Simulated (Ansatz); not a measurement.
# PbS (Cmcm) in Ansatz: reference runs

How does PbS come out in PBEsol? The cell is run as given, and energy against volume gives the equilibrium volume and stiffness.

All numbers are computed with Ansatz 0.2.0; they aren't measurements. Logs are shortened: lines on timing, memory, paths and dates and some standing lists are left out, and cuts for length are marked.

## (1) Starting point

It takes space group Cmcm (No. 63, orthorhombic). Conventional cell: a = 4.160 Å, b = 11.983 Å, c = 4.279 Å, α = 90.00°, β = 90.00°, γ = 90.00°. Around Pb (site symmetry m2m) lie 5 S at 2.69 to 2.99 Å. Around S (site symmetry m2m) lie 5 Pb at 2.69 to 2.99 Å.

Measurements of this composition are mostly on another form, of space group No. 225.

## (2) Single point, PBEsol

Input file input.yaml:

```yaml
crystal:
  lattice:
    - [2.079952695, -5.991296865, 0.0]
    - [2.079952695, 5.991296865, 0.0]
    - [0.0, 0.0, 4.27932094]
  atoms:
    - { symbol: Pb, position: [0.13056335, 0.86943665, 0.25] }
    - { symbol: Pb, position: [0.86943665, 0.13056335, 0.75] }
    - { symbol: S, position: [0.35479709, 0.64520291, 0.25] }
    - { symbol: S, position: [0.64520291, 0.35479709, 0.75] }
hamiltonian:
  xc: pbesol
  pseudopotentials: { kind: paw }
kpoints:
  mp_grid: { grid: [7, 7, 6] }
scf:
  occupations: { method: fermi_dirac, width: 0.05 }
output:
  forces: true
  stress: true
  eigenvalues: true
```

Potentials or basis: Ansatz PAW.

Started as:

```sh
ansatz run input.yaml --threads 2 --pin off --max-ram 5632MiB --backend cpu --events-out ev --progress --plain --runs-dir out
```

What it wrote:

```text
Warning: RAYON_NUM_THREADS=2 ignored (pool sized by the plan → 2); use --threads N
Engine: ansatz 0.2.0, x86_64-unknown-linux-gnu
Pseudopotentials: kind: paw
Pseudopotential: Pb, paw, valence charge 14, recommended cutoff 420 eV (normal), Pb.paw.azcp
Pseudopotential: S, paw, valence charge 6, recommended cutoff 420 eV (normal), S.paw.azcp
Functional definition: PBEsol
  exchange = pbesol_x
  correlation = pbesol_c
Crystal: 4 atoms, lattice volume = 106.654 Å³
Basis set: ecut = 420 eV, 2077 PW (Γ), exchange–correlation on 90×90×60 points (8 copies of the dense FFT grid, shifted against one another)
Bands: 24, of which v1, the nominal top of the filled ones, is band 20 counted from 1 (19 counted from 0)
Symmetry: 8 space group operations
Space group: Cmcm (ITA 63), of the structure as read, at distance tolerance 4.7e-5 Å
k-points: 64 of 294
Non-local potential: Pb, projectors of the file, l = 0: 2, l = 1: 2, l = 2: 2, l = 3: 2
Non-local potential: S, projectors of the file, l = 0: 2, l = 1: 2, l = 2: 2
PAW form: soft (Blöchl's): semilocal exchange-correlation on the pseudo side does not see the compensation charge
PAW frozen core: Pb, regenerated for the run's functional, and the local potential with it (the file was generated under x = pbe(κ = 0.804, μ = 0.2195149727645171), c = pbe(β = 0.06672455060314922))
PAW frozen core: S, regenerated for the run's functional, and the local potential with it (the file was generated under x = pbe(κ = 0.804, μ = 0.2195149727645171), c = pbe(β = 0.06672455060314922))
PAW one-centre angular grid: Pb, 590 points (default); XC on 64 Gauss nodes
PAW one-centre angular grid: S, 110 points (default); XC on 64 Gauss nodes
Initial density: superposition of atomic densities (neutral atoms: chi_scale 0, normalization atom), corrected by the library's trained network
Initial wavefunctions: pseudopotential atomic-orbital guess
Functional: x = pbesol(κ = 0.804, μ = 0.12345679012345678), c = pbesol(β = 0.046)
SCF iter   1: F=—  HF=-25281.697815 eV  |F-HF|=—  |Δ(HF+E_count)|=         —  Δρ=4.62e-3  dr2=4.34e-2  ethr=1.77e-3  ⟨swp⟩=7.0  Hψ=7690  notcnv=0
preconditioner: auto → Resta (q_TF=auto, 2.317 Å⁻¹)  ε∞=3.7  [insulator: Δε(μ)=1.077 eV  Ē_g=13.866 eV  σ=0.050 eV  W_gap=1.00  n_scr=26 (ndim 8)  ℏωp=22.7 eV  f_vac=0.000  D(μ)=0.00/eV (n_scr^D=0)  ε∞_Penn≈3.7]
SCF iter   2: F=—  HF=-25281.684390 eV  |F-HF|=—  |Δ(HF+E_count)|=   1.34e-2  Δρ=1.42e-3  dr2=2.87e-3  ethr=1.08e-4  ⟨swp⟩=2.1  Hψ=2438  notcnv=0
SCF iter   3: F=—  HF=-25281.683780 eV  |F-HF|=—  |Δ(HF+E_count)|=   6.10e-4  Δρ=5.00e-4  dr2=2.95e-4  ethr=7.16e-6  ⟨swp⟩=3.0  Hψ=2927  notcnv=0
SCF iter   4: F=—  HF=-25281.683783 eV  |F-HF|=—  |Δ(HF+E_count)|=   3.20e-6  Δρ=1.54e-4  dr2=2.89e-5  ethr=7.37e-7  ⟨swp⟩=2.0  Hψ=2784  notcnv=0
SCF iter   5: F=—  HF=-25281.683770 eV  |F-HF|=—  |Δ(HF+E_count)|=   1.30e-5  Δρ=2.30e-5  dr2=5.77e-7  ethr=7.21e-8  ⟨swp⟩=2.5  Hψ=2127  notcnv=0
SCF iter   6: F=-25281.683770 eV  HF=-25281.683770 eV  |F-HF|=1.18e-8  |Δ(HF+E_count)|=   3.87e-7  Δρ=5.52e-6  dr2=5.12e-8  ethr=2.50e-10  ⟨swp⟩=6.6  Hψ=7709  notcnv=0
SCF 1 converged in 6 iterations: F = -25281.683770 eV  dr2 = 5.12e-8
SCF converged after 6 iterations
Free energy (F): -25281.683770 eV
Harris-Foulkes:  -25281.683770 eV  (|F-HF|=1.18e-8)
Internal energy: -25281.683770 eV  (E = F + TS)
E sigma→0 (E₀):  -25281.683770 eV
Entropy (-TS):   -0.000000 eV (-0.000 meV/atom)
Fermi energy:    7.911819 eV
--- Per-component energies (eV) ---
  E_band       = -128.375755
  E_kinetic    = 786.147711
  E_local      = -2526.699183  (includes V_loc(G=0)·N_el)
  E_nonlocal   = 761.742589
  E_hartree    = 982.572660
  E_xc         = -629.794478
  E_vxc        = -439.302920  (∫ρ·V_xc dr)
  E_paw        = -21676.655676  (= ΣΔE_a)
  E_vpaw       = -675.407330  (= ΣTr[D̂ρ^β])
  E_aug_tail   = 0.000094  (compensation charges beyond the density's cutoff)
  E_ewald      = -2979.245620
  E_core_change = 0.248132  (= ΣΔE_core)
  E_smearing   = -0.000000  (= −TS)
  E_closure    = 0.000000  (closes the sum)
  Σ components = -25281.683770   (vs F -25281.683770, Δ=0.00e0)
--- Forces (eV/Å), atoms counted from 1 ---
  atom   1  Pb     0.00000000    -0.03405962     0.00000000
  atom   2  Pb     0.00000000     0.03405962     0.00000000
  atom   3  S      0.00000000    -0.01417972     0.00000000
  atom   4  S      0.00000000     0.01417972     0.00000000
  max |Σ_I F_I| component: 0.00e0 eV/Å
--- Stress (GPa, compression-positive) ---
       -1.977895       0.000000       0.000000
        0.000000      -1.487661       0.000000
        0.000000       0.000000      -2.137945
  P = ⅓ Tr σ = -1.8678 GPa (-18.678 kbar)
--- Band table (eV; the first three rows and the last of 64) ---
  k-point 0: bands = ["-8.9761", "-8.8717", "-8.8612", "-8.8602", "-8.8262", "-8.8204", "-8.8117", "-8.8046", "-8.7890", "-8.7452", "-5.6132", "-3.7936", "0.5391", "1.4972", "3.1209", "4.4087", "4.9733", "5.7080", "5.8896", "6.8789", "11.9551", "11.9650", "12.1902", "12.8976"]
  k-point 1: bands = ["-8.9590", "-8.8726", "-8.8642", "-8.8461", "-8.8310", "-8.8280", "-8.8203", "-8.7934", "-8.7845", "-8.7559", "-5.4553", "-3.8005", "0.1320", "1.1145", "3.2853", "4.8335", "5.1772", "5.8783", "6.2459", "6.7034", "11.3328", "11.4762", "11.6434", "12.1472"]
  k-point 2: bands = ["-8.9230", "-8.8787", "-8.8522", "-8.8478", "-8.8467", "-8.8252", "-8.8128", "-8.7846", "-8.7816", "-8.7800", "-5.0125", "-3.9479", "-0.4068", "0.3163", "3.8156", "5.2425", "5.7126", "6.2391", "6.5949", "6.9778", "9.8530", "10.0250", "10.3550", "11.0376"]
  k-point 63: bands = ["-8.9049", "-8.9049", "-8.8429", "-8.8429", "-8.8246", "-8.8246", "-8.7920", "-8.7920", "-8.7905", "-8.7905", "-4.3550", "-4.3550", "-0.7257", "-0.7257", "6.0242", "6.0242", "6.1568", "6.1568", "6.9017", "6.9017", "9.0515", "9.0515", "10.4884", "10.4884"]
```

It took 4.6 s on 2 threads of Intel Xeon Platinum 8259CL at 2.50GHz (Skylake/Cascade Lake), shared host; peak memory 0.51 GiB.

What came out:

```
Free energy            : -25281.6838 eV
Pressure               : -1.9 GPa
Largest force          : 0.034 eV/Å
Band gap on the k mesh : 1.16 eV, indirect (least direct gap 1.34 eV)
```

Forces on the atoms (eV/Å):
```
Pb   0.000 -0.034  0.000
Pb   0.000  0.034  0.000
S    0.000 -0.014  0.000
S    0.000  0.014  0.000
```

Caveat: odd divisions of the mesh miss points on the zone boundary, where band edges often lie, so the gap on the mesh can be too wide; spin-orbit coupling is left out, which as a rule narrows the gap of such compounds by several tenths of an eV; the PAW data sets come from PBE, with cores solved anew for the run's functional, which leaves a small shift of forces and pressure. A k mesh can miss the band edges.

## (3) Single point, PBEsol, 25.06 Å³/atom (volume scaled by 0.94)

input.yaml: that of step 2 with these lines changed.

```diff
@@ -2,5 +2,5 @@
   lattice:
-    - [2.079952695, -5.991296865, 0.0]
-    - [2.079952695, 5.991296865, 0.0]
-    - [0.0, 0.0, 4.27932094]
+    - [2.0374927668, -5.8689911821, 0.0]
+    - [2.0374927668, 5.8689911821, 0.0]
+    - [0.0, 0.0, 4.1919633476]
   atoms:
@@ -21 +21,5 @@
   eigenvalues: true
+  write_density: true
+  write_potential: true
+  elf: true
+  volumetric_format: npy
```

Potentials or basis: Ansatz PAW.

Started as:

```sh
ansatz run input.yaml --threads 2 --pin off --max-ram 5632MiB --backend cpu --events-out ev --progress --plain --runs-dir out
```

Wall time 5.5 s (2 threads of Intel Xeon Platinum 8259CL at 2.50GHz (Skylake/Cascade Lake), shared host); peak memory 0.52 GiB.

Results (log left out):

- Free energy: -25281.6917 eV
- Pressure: 1.7 GPa
- Largest force: 0.371 eV/Å
- Band gap on the k mesh: 1.02 eV, indirect (least direct gap 1.30 eV)

Caveat: odd divisions of the mesh miss points on the zone boundary, where band edges often lie, so the gap on the mesh can be too wide; spin-orbit coupling is left out, which as a rule narrows the gap of such compounds by several tenths of an eV; the PAW data sets come from PBE, with cores solved anew for the run's functional, which leaves a small shift of forces and pressure.

## (4) Single point, PBEsol, 25.60 Å³/atom (volume scaled by 0.96)

input.yaml: that of step 3 with these lines changed.

```diff
@@ -2,5 +2,5 @@
   lattice:
-    - [2.0374927668, -5.8689911821, 0.0]
-    - [2.0374927668, 5.8689911821, 0.0]
-    - [0.0, 0.0, 4.1919633476]
+    - [2.0518417802, -5.9103234677, 0.0]
+    - [2.0518417802, 5.9103234677, 0.0]
+    - [0.0, 0.0, 4.2214851889]
   atoms:
```

Started as:

```sh
ansatz run input.yaml --threads 2 --pin off --max-ram 5632MiB --backend cpu --events-out ev --progress --plain --runs-dir out
```

Run time: 5.7 s. Hardware: 2 threads of Intel Xeon Platinum 8259CL at 2.50GHz (Skylake/Cascade Lake), shared host; peak memory 0.52 GiB.

Results (log left out):

```
Free energy            : -25281.7050 eV
Pressure               : 0.4 GPa
Largest force          : 0.226 eV/Å
Band gap on the k mesh : 1.07 eV, indirect (least direct gap 1.33 eV)
```

Caveat: odd divisions of the mesh miss points on the zone boundary, where band edges often lie, so the gap on the mesh can be too wide; spin-orbit coupling is left out, which as a rule narrows the gap of such compounds by several tenths of an eV; the PAW data sets come from PBE, with cores solved anew for the run's functional, which leaves a small shift of forces and pressure.

## (5) Single point, PBEsol, 26.13 Å³/atom (volume scaled by 0.98)

input.yaml: that of step 4 with these lines changed.

```diff
@@ -2,5 +2,5 @@
   lattice:
-    - [2.0518417802, -5.9103234677, 0.0]
-    - [2.0518417802, 5.9103234677, 0.0]
-    - [0.0, 0.0, 4.2214851889]
+    - [2.0659928603, -5.9510856073, 0.0]
+    - [2.0659928603, 5.9510856073, 0.0]
+    - [0.0, 0.0, 4.2505997999]
   atoms:
@@ -21,5 +21 @@
   eigenvalues: true
-  write_density: true
-  write_potential: true
-  elf: true
-  volumetric_format: npy
```

Started as:

```sh
ansatz run input.yaml --threads 2 --pin off --max-ram 5632MiB --backend cpu --events-out ev --progress --plain --runs-dir out
```

It took 4.5 s on 2 threads of Intel Xeon Platinum 8259CL at 2.50GHz (Skylake/Cascade Lake), shared host; peak memory 0.51 GiB.

It converged, with:

* Free energy: -25281.7018 eV
* Pressure: -0.8 GPa
* Largest force: 0.093 eV/Å
* Band gap on the k mesh: 1.12 eV, indirect (least direct gap 1.35 eV)

Caveat: odd divisions of the mesh miss points on the zone boundary, where band edges often lie, so the gap on the mesh can be too wide; spin-orbit coupling is left out, which as a rule narrows the gap of such compounds by several tenths of an eV; the PAW data sets come from PBE, with cores solved anew for the run's functional, which leaves a small shift of forces and pressure.

## (6) Single point, PBEsol, 26.66 Å³/atom

input.yaml: that of step 5 with these lines changed.

```diff
@@ -2,5 +2,5 @@
   lattice:
-    - [2.0659928603, -5.9510856073, 0.0]
-    - [2.0659928603, 5.9510856073, 0.0]
-    - [0.0, 0.0, 4.2505997999]
+    - [2.079952695, -5.991296865, 0.0]
+    - [2.079952695, 5.991296865, 0.0]
+    - [0.0, 0.0, 4.27932094]
   atoms:
```

Potentials or basis: Ansatz PAW.

Started as:

```sh
ansatz run input.yaml --threads 2 --pin off --max-ram 5632MiB --backend cpu --events-out ev --progress --plain --runs-dir out
```

It took 4.6 s on 2 threads of Intel Xeon Platinum 8259CL at 2.50GHz (Skylake/Cascade Lake), shared host; peak memory 0.51 GiB.

It converged, with:

```
Free energy            : -25281.6838 eV
Pressure               : -1.9 GPa
Largest force          : 0.034 eV/Å
Band gap on the k mesh : 1.16 eV, indirect (least direct gap 1.34 eV)
```

Caveat: odd divisions of the mesh miss points on the zone boundary, where band edges often lie, so the gap on the mesh can be too wide; spin-orbit coupling is left out, which as a rule narrows the gap of such compounds by several tenths of an eV; the PAW data sets come from PBE, with cores solved anew for the run's functional, which leaves a small shift of forces and pressure.

## (7) Single point, PBEsol, 27.20 Å³/atom (volume scaled by 1.02)

input.yaml: that of step 6 with these lines changed.

```diff
@@ -2,5 +2,5 @@
   lattice:
-    - [2.079952695, -5.991296865, 0.0]
-    - [2.079952695, 5.991296865, 0.0]
-    - [0.0, 0.0, 4.27932094]
+    - [2.0937276176, -6.030975484, 0.0]
+    - [2.0937276176, 6.030975484, 0.0]
+    - [0.0, 0.0, 4.3076616397]
   atoms:
@@ -21 +21,5 @@
   eigenvalues: true
+  write_density: true
+  write_potential: true
+  elf: true
+  volumetric_format: npy
```

Started as:

```sh
ansatz run input.yaml --threads 2 --pin off --max-ram 5632MiB --backend cpu --events-out ev --progress --plain --runs-dir out
```

Run time: 6 s. Hardware: 2 threads of Intel Xeon Platinum 8259CL at 2.50GHz (Skylake/Cascade Lake), shared host; peak memory 0.52 GiB.

The run converged. Its results:

```
Free energy            : -25281.6525 eV
Pressure               : -2.8 GPa
Largest force          : 0.151 eV/Å
Band gap on the k mesh : 1.20 eV, indirect (least direct gap 1.33 eV)
```

Caveat: odd divisions of the mesh miss points on the zone boundary, where band edges often lie, so the gap on the mesh can be too wide; spin-orbit coupling is left out, which as a rule narrows the gap of such compounds by several tenths of an eV; the PAW data sets come from PBE, with cores solved anew for the run's functional, which leaves a small shift of forces and pressure.

## (8) Single point, PBEsol, 27.73 Å³/atom (volume scaled by 1.04)

input.yaml: that of step 7 with these lines changed.

```diff
@@ -2,5 +2,5 @@
   lattice:
-    - [2.0937276176, -6.030975484, 0.0]
-    - [2.0937276176, 6.030975484, 0.0]
-    - [0.0, 0.0, 4.3076616397]
+    - [2.1073236324, -6.0701387599, 0.0]
+    - [2.1073236324, 6.0701387599, 0.0]
+    - [0.0, 0.0, 4.3356342523]
   atoms:
@@ -21,5 +21 @@
   eigenvalues: true
-  write_density: true
-  write_potential: true
-  elf: true
-  volumetric_format: npy
```

Started as:

```sh
ansatz run input.yaml --threads 2 --pin off --max-ram 5632MiB --backend cpu --events-out ev --progress --plain --runs-dir out
```

Wall time 4.8 s (2 threads of Intel Xeon Platinum 8259CL at 2.50GHz (Skylake/Cascade Lake), shared host); peak memory 0.52 GiB.

Results (log left out):

```yaml
Free_energy: -25281.6095 eV
Pressure: -3.6 GPa
Largest_force: 0.260 eV/Å
Band_gap_on_the_k_mesh: 1.24 eV, indirect (least direct gap 1.33 eV)
```

Caveat: odd divisions of the mesh miss points on the zone boundary, where band edges often lie, so the gap on the mesh can be too wide; spin-orbit coupling is left out, which as a rule narrows the gap of such compounds by several tenths of an eV; the PAW data sets come from PBE, with cores solved anew for the run's functional, which leaves a small shift of forces and pressure.

## (9) Single point, PBEsol, 28.26 Å³/atom (volume scaled by 1.06)

input.yaml: that of step 8 with these lines changed.

```diff
@@ -2,5 +2,5 @@
   lattice:
-    - [2.1073236324, -6.0701387599, 0.0]
-    - [2.1073236324, 6.0701387599, 0.0]
-    - [0.0, 0.0, 4.3356342523]
+    - [2.1207464379, -6.1088031065, 0.0]
+    - [2.1207464379, 6.1088031065, 0.0]
+    - [0.0, 0.0, 4.3632505017]
   atoms:
@@ -21 +21,5 @@
   eigenvalues: true
+  write_density: true
+  write_potential: true
+  elf: true
+  volumetric_format: npy
```

Potentials or basis: Ansatz PAW.

Started as:

```sh
ansatz run input.yaml --threads 2 --pin off --max-ram 5632MiB --backend cpu --events-out ev --progress --plain --runs-dir out
```

Run time: 6.2 s. Hardware: 2 threads of Intel Xeon Platinum 8259CL at 2.50GHz (Skylake/Cascade Lake), shared host; peak memory 0.53 GiB.

It converged, with:

```yaml
Free_energy: -25281.5558 eV
Pressure: -4.4 GPa
Largest_force: 0.362 eV/Å
Band_gap_on_the_k_mesh: 1.25 eV, indirect (least direct gap 1.32 eV)
```

Caveat: odd divisions of the mesh miss points on the zone boundary, where band edges often lie, so the gap on the mesh can be too wide; spin-orbit coupling is left out, which as a rule narrows the gap of such compounds by several tenths of an eV; the PAW data sets come from PBE, with cores solved anew for the run's functional, which leaves a small shift of forces and pressure.

## (10) Equation of state, PBEsol

Potentials or basis: Ansatz PAW.

This step only gathers the single runs of the series.

Results:

| Item | Value |
| --- | --- |
| Equilibrium volume | 25.75 Å³/atom |
| Bulk modulus at fixed shape and positions | 58 GPa |
| Pressure derivative of the bulk modulus | 4.4 |

Energy against volume, from the lowest point:
```
volume (Å³/atom)  energy (meV/atom)
          25.064               3.33
          25.597               0.00
          26.130               0.80
          26.664               5.30
          27.197              13.11
          27.730              23.88
          28.263              37.29
```

Caveat: the cell was scaled at fixed shape and fractional positions, which overstates the stiffness of a crystal with free parameters, most of all of layers and chains. The run has no spin-orbit coupling, so splittings on Pb are missing.
